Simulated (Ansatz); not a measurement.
# Au (Im-3m) in Ansatz: notebook

One crystal, Au, is run at these levels: PBE; tasks: single point.

Program: Ansatz 0.2.0. These are calculated values, not measurements. Logs are shortened: lines on timing, memory, paths and dates and some standing lists are left out, and cuts for length are marked.

### 1 The crystal as given

It takes space group Im-3m (No. 229, cubic). The conventional cell has a = 3.315 Å, b = 3.315 Å, c = 3.315 Å, α = 90.00°, β = 90.00°, γ = 90.00°. Au (site symmetry m-3m) is surrounded by 8 Au at 2.87 Å.

This isn't the form of Au at room conditions, which is fcc.

### 2 Single point, PBE, 17.11 Å³/atom (volume scaled by 0.94)

File input.yaml:

```yaml
crystal:
  lattice:
    - [-1.6234376908, 1.6234376908, 1.6234376908]
    - [1.6234376908, -1.6234376908, 1.6234376908]
    - [1.6234376908, 1.6234376908, -1.6234376908]
  atoms:
    - { symbol: Au, position: [0.0, 0.0, 0.0] }
kpoints:
  mp_grid: { grid: [11, 11, 11] }
scf:
  occupations: { method: fermi_dirac, width: 0.05 }
hamiltonian:
  xc: pbe
  pseudopotentials: { kind: all_electron, lapw: { basis_error: 0.0005 } }
output:
  forces: true
  stress: true
  eigenvalues: true
```

Potentials or basis: all-electron LAPW, scalar-relativistic.

Started as:

```console
ansatz run input.yaml --threads 1 --pin off --max-ram 3072MiB --backend cpu --events-out ev --progress --plain --runs-dir out
```

Log:

```text
Warning: RAYON_NUM_THREADS=1 ignored (pool sized by the plan → 1); use --threads N
LAPW: plane waves up to 8.610 Å⁻¹, error target 5.0e-4 eV per atom; small_component_spin mean_spin; Au in spheres of 1.406 Å, 43 of its electrons in bands, Dirac shells [] (how accurate: hamiltonian.pseudopotentials.lapw.basis_error, Limitations)
Engine: ansatz 0.2.0, aarch64-unknown-linux-gnu
Pseudopotentials: kind: all_electron
Pseudopotential: Au, LAPW, valence charge 43, lapw/all_electron/scalar/gaussian/Au, Koelling and Harmon's equation, gaussian nucleus
Functional definition: PBE
  parameter kappa = 0.804
  parameter beta = 0.06672455060314922
  exchange = pbe_x(kappa = kappa, mu = beta*pi^2/3)
  correlation = pbe_c(beta = beta)
Crystal: 1 atoms, lattice volume = 17.115 Å³
Basis set: ecut = 282.44013871459055 eV, 177 PW (Γ), exchange–correlation at level 2
Bands: 26, of which v1, the nominal top of the filled ones, is band 22 counted from 1 (21 counted from 0)
Symmetry: 48 space group operations
Space group: Im-3m (ITA 229), of the structure as read, at distance tolerance 2.6e-5 Å
k-points: 56 of 1331
Non-local potential: Au, projectors of the file, none
Initial density: superposition of atomic densities (chi_scale 0.1, normalization cell)
Initial wavefunctions: plane waves of lowest kinetic energy (no species holds an atomic orbital)
Functional: x = pbe(κ = 0.804, μ = 0.2195149727645171), c = pbe(β = 0.06672455060314922)
iter 1 solved again at ethr=1.82e-4 eV; its pass at ethr=1.00e-1 eV (dr2=7.84e-2 eV) is discarded
SCF iter   1: F=—  HF=-517225.092679 eV  |F-HF|=—  |Δ(HF+E_count)|=         —  Δρ=2.67e-2  dr2=7.85e-2  ethr=1.82e-4  ⟨swp⟩=2.9  Hψ=9205  notcnv=0
preconditioner: auto → none  [insulator: Δε(μ)=0.163 eV  Ē_g=15.781 eV  σ=0.050 eV  W_gap=0.67  n_scr=12 (ndim 8)  ℏωp=29.8 eV  f_vac=0.001  D(μ)=0.42/eV (n_scr^D=0)  ε∞_Penn≈4.6]
iter 2 solved again at ethr=5.80e-7 eV; its pass at ethr=1.82e-4 eV (dr2=2.50e-4 eV) is discarded
SCF iter   2: F=—  HF=-517224.867356 eV  |F-HF|=—  |Δ(HF+E_count)|=   2.25e-1  Δρ=1.92e-3  dr2=2.50e-4  ethr=5.80e-7  ⟨swp⟩=2.4  Hψ=7514  notcnv=0
SCF iter   3: F=—  HF=-517224.840525 eV  |F-HF|=—  |Δ(HF+E_count)|=   2.68e-2  Δρ=3.79e-3  dr2=1.43e-3  ethr=5.80e-7  ⟨swp⟩=3.0  Hψ=4542  notcnv=0
SCF iter   4: F=—  HF=-517224.839711 eV  |F-HF|=—  |Δ(HF+E_count)|=         —  Δρ=1.19e-3  dr2=1.32e-4  ethr=5.80e-7  ⟨swp⟩=2.7  Hψ=4313  notcnv=0
the basis was enlarged: its passes take 158.9 KiB over the memory plan, 1 of 1 planned eigensolver slots
SCF iter   5: F=—  HF=-517224.839701 eV  |F-HF|=—  |Δ(HF+E_count)|=   9.64e-6  Δρ=1.59e-4  dr2=1.90e-6  ethr=3.07e-7  ⟨swp⟩=2.0  Hψ=4232  notcnv=0
SCF iter   6: F=-517224.839705 eV  HF=-517224.839705 eV  |F-HF|=1.40e-8  |Δ(HF+E_count)|=   3.88e-6  Δρ=1.04e-5  dr2=7.58e-9  ethr=4.43e-9  ⟨swp⟩=2.8  Hψ=4291  notcnv=0
SCF 1 converged in 6 iterations: F = -517224.839705 eV  dr2 = 7.58e-9
SCF converged after 6 iterations
Free energy (F): -517224.839705 eV
Harris-Foulkes:  -517224.839705 eV  (|F-HF|=1.40e-8)
Internal energy: -517224.834057 eV  (E = F + TS)
E sigma→0 (E₀):  -517224.836881 eV
Entropy (-TS):   -0.005649 eV (-5.649 meV/atom)
Fermi energy:    24.928733 eV
--- Per-component energies (eV) ---
  E_band       = -3847.017610
  E_kinetic    = 589521.645936
  E_xc         = -9915.336578
  E_electrostatic = -1096831.143415  (all electrons and nuclei)
  E_smearing   = -0.005649  (= −TS)
  E_closure    = -0.000000  (closes the sum)
  E_atoms      = -517221.663280  (free atoms, spherical and without spin; not in F)
  Σ components = -517224.839705   (vs F -517224.839705, Δ=0.00e0)
  Basis errors (estimates in eV, not in F): energy 1.5e-4 per atom: plane waves 1.3e-4 (6.5e-5 summed), levels above the bands 4.8e-143, relativity 1.5e-8, radial functions 2.1e-5, core shells 3.1e-8; eigenvalues (radial functions only) 1.5e-6; not estimated: angular momenta, meshes, grids; target (lapw.basis_error) 5.0e-4; muffin-tin radii Au 1.406 Å
--- Forces (eV/Å), atoms counted from 1 ---
  atom   1  Au    -0.00000000     0.00000000    -0.00000000
  max |Σ_I F_I| component: 3.12e-31 eV/Å
--- Stress (GPa, compression-positive) ---
        8.628995       0.000000       0.000000
        0.000000       8.628995       0.000000
        0.000000       0.000000       8.628995
  P = ⅓ Tr σ = 8.6290 GPa (86.290 kbar)
--- Band table (eV; the first three rows and the last of 56) ---
  k-point 0: bands = ["-297.6701", "-297.6701", "-297.6701", "-297.6491", "-297.6491", "-80.3949", "-53.4243", "-53.4111", "-53.4111", "-53.4111", "-53.3986", "-53.3986", "-53.3986", "-31.7372", "-31.7372", "-31.7372", "15.2458", "20.2173", "20.2173", "20.2173", "22.1428", "22.1428", "41.5146", "41.5146", "41.5146", "49.3336"]
  k-point 1: bands = ["-297.6701", "-297.6701", "-297.6701", "-297.6491", "-297.6491", "-80.3938", "-53.4244", "-53.4111", "-53.4111", "-53.4111", "-53.3987", "-53.3987", "-53.3986", "-31.7551", "-31.7437", "-31.7370", "15.5482", "20.1212", "20.2243", "20.4320", "22.0320", "22.1500", "41.4367", "41.5640", "41.9005", "46.8448"]
  k-point 2: bands = ["-297.6701", "-297.6701", "-297.6701", "-297.6491", "-297.6491", "-80.3910", "-53.4246", "-53.4110", "-53.4110", "-53.4109", "-53.3988", "-53.3987", "-53.3987", "-31.8030", "-31.7612", "-31.7364", "16.3806", "19.8727", "20.2418", "21.0448", "21.8523", "22.1767", "39.8449", "41.0465", "42.9732", "45.0630"]
  k-point 55: bands = ["-297.6701", "-297.6701", "-297.6701", "-297.6491", "-297.6491", "-80.3713", "-53.4265", "-53.4103", "-53.4103", "-53.4103", "-53.3992", "-53.3992", "-53.3992", "-31.9069", "-31.9046", "-31.9046", "18.3210", "18.3468", "23.1200", "23.1200", "23.2364", "30.2312", "31.7400", "31.7400", "35.6944", "40.9644"]
```

Wall time 7.7 s (1 thread of Arm Neoverse V1, shared host); peak memory 0.27 GiB.

What came out:

* Free energy: -517224.8397 eV
* Pressure: 8.6 GPa
* Band gap on the k mesh: none (metal or under the smearing width)

### 3 Single point, PBE, 17.48 Å³/atom (volume scaled by 0.96)

Changes to input.yaml since step 2:

```diff
@@ -2,5 +2,5 @@
   lattice:
-    - [-1.6234376908, 1.6234376908, 1.6234376908]
-    - [1.6234376908, -1.6234376908, 1.6234376908]
-    - [1.6234376908, 1.6234376908, -1.6234376908]
+    - [-1.6348707273, 1.6348707273, 1.6348707273]
+    - [1.6348707273, -1.6348707273, 1.6348707273]
+    - [1.6348707273, 1.6348707273, -1.6348707273]
   atoms:
```

Potentials or basis: all-electron LAPW, scalar-relativistic.

Started as:

```console
ansatz run input.yaml --threads 1 --pin off --max-ram 3072MiB --backend cpu --events-out ev --progress --plain --runs-dir out
```

Wall time 7.6 s (1 thread of Arm Neoverse V1, shared host); peak memory 0.28 GiB.

The run converged. Its results:

```
Free energy            : -517224.8551 eV
Pressure               : 5.0 GPa
Band gap on the k mesh : none (metal or under the smearing width)
```

### 4 Single point, PBE, 17.84 Å³/atom (volume scaled by 0.98)

Changes to input.yaml since step 3:

```diff
@@ -2,5 +2,5 @@
   lattice:
-    - [-1.6348707273, 1.6348707273, 1.6348707273]
-    - [1.6348707273, -1.6348707273, 1.6348707273]
-    - [1.6348707273, 1.6348707273, -1.6348707273]
+    - [-1.6461460541, 1.6461460541, 1.6461460541]
+    - [1.6461460541, -1.6461460541, 1.6461460541]
+    - [1.6461460541, 1.6461460541, -1.6461460541]
   atoms:
```

Started as:

```console
ansatz run input.yaml --threads 1 --pin off --max-ram 3072MiB --backend cpu --events-out ev --progress --plain --runs-dir out
```

Run time: 7.6 s. Hardware: 1 thread of Arm Neoverse V1, shared host; peak memory 0.28 GiB.

Results (log left out):

```yaml
Free_energy: -517224.8628 eV
Pressure: 1.8 GPa
Band_gap_on_the_k_mesh: none (metal or under the smearing width)
```

### 5 Single point, PBE, 18.21 Å³/atom

Changes to input.yaml since step 4:

```diff
@@ -2,5 +2,5 @@
   lattice:
-    - [-1.6461460541, 1.6461460541, 1.6461460541]
-    - [1.6461460541, -1.6461460541, 1.6461460541]
-    - [1.6461460541, 1.6461460541, -1.6461460541]
+    - [-1.657269, 1.657269, 1.657269]
+    - [1.657269, -1.657269, 1.657269]
+    - [1.657269, 1.657269, -1.657269]
   atoms:
```

Started as:

```console
ansatz run input.yaml --threads 1 --pin off --max-ram 3072MiB --backend cpu --events-out ev --progress --plain --runs-dir out
```

Wall time 7.6 s (1 thread of Arm Neoverse V1, shared host); peak memory 0.27 GiB.

It converged, with:

```
Free energy            : -517224.8638 eV
Pressure               : -0.9 GPa
Band gap on the k mesh : none (metal or under the smearing width)
```

### 6 Single point, PBE, 18.57 Å³/atom (volume scaled by 1.02)

Changes to input.yaml since step 5:

```diff
@@ -2,5 +2,5 @@
   lattice:
-    - [-1.657269, 1.657269, 1.657269]
-    - [1.657269, -1.657269, 1.657269]
-    - [1.657269, 1.657269, -1.657269]
+    - [-1.6682446112, 1.6682446112, 1.6682446112]
+    - [1.6682446112, -1.6682446112, 1.6682446112]
+    - [1.6682446112, 1.6682446112, -1.6682446112]
   atoms:
```

Potentials or basis: all-electron LAPW, scalar-relativistic.

Started as:

```console
ansatz run input.yaml --threads 1 --pin off --max-ram 3072MiB --backend cpu --events-out ev --progress --plain --runs-dir out
```

Run time: 7.6 s. Hardware: 1 thread of Arm Neoverse V1, shared host; peak memory 0.28 GiB.

The run converged. Its results:

| Item | Value |
| --- | --- |
| Free energy | -517224.8589 eV |
| Pressure | -3.3 GPa |
| Band gap on the k mesh | none (metal or under the smearing width) |

### 7 Single point, PBE, 18.94 Å³/atom (volume scaled by 1.04)

Changes to input.yaml since step 6:

```diff
@@ -2,5 +2,5 @@
   lattice:
-    - [-1.6682446112, 1.6682446112, 1.6682446112]
-    - [1.6682446112, -1.6682446112, 1.6682446112]
-    - [1.6682446112, 1.6682446112, -1.6682446112]
+    - [-1.679077672, 1.679077672, 1.679077672]
+    - [1.679077672, -1.679077672, 1.679077672]
+    - [1.679077672, 1.679077672, -1.679077672]
   atoms:
```

Started as:

```console
ansatz run input.yaml --threads 1 --pin off --max-ram 3072MiB --backend cpu --events-out ev --progress --plain --runs-dir out
```

Run time: 8.6 s. Hardware: 1 thread of Arm Neoverse V1, shared host; peak memory 0.28 GiB.

Results (log left out):

| Item | Value |
| --- | --- |
| Free energy | -517224.8489 eV |
| Pressure | -5.4 GPa |
| Band gap on the k mesh | none (metal or under the smearing width) |

### 8 Single point, PBE, 19.30 Å³/atom (volume scaled by 1.06)

Changes to input.yaml since step 7:

```diff
@@ -2,5 +2,5 @@
   lattice:
-    - [-1.679077672, 1.679077672, 1.679077672]
-    - [1.679077672, -1.679077672, 1.679077672]
-    - [1.679077672, 1.679077672, -1.679077672]
+    - [-1.6897727226, 1.6897727226, 1.6897727226]
+    - [1.6897727226, -1.6897727226, 1.6897727226]
+    - [1.6897727226, 1.6897727226, -1.6897727226]
   atoms:
```

Started as:

```console
ansatz run input.yaml --threads 1 --pin off --max-ram 3072MiB --backend cpu --events-out ev --progress --plain --runs-dir out
```

It took 8.6 s on 1 thread of Arm Neoverse V1, shared host; peak memory 0.28 GiB.

Results (log left out):

| Property | Result |
| --- | --- |
| Free energy | -517224.8344 eV |
| Pressure | -7.3 GPa |
| Band gap on the k mesh | none (metal or under the smearing width) |

### 9 The reference run

An earlier run on the cell as given: functional PBE; potentials or basis all-electron LAPW, scalar-relativistic; cutoff 251 eV (chosen from the basis error); basis error allowed 0.001 eV/atom; k mesh 11 × 11 × 11; occupations fermi-dirac, width 0.05 eV; no spin polarisation.

- Pressure: -0.9 GPa
- Band gap on the k mesh: none (metal or under the smearing width)
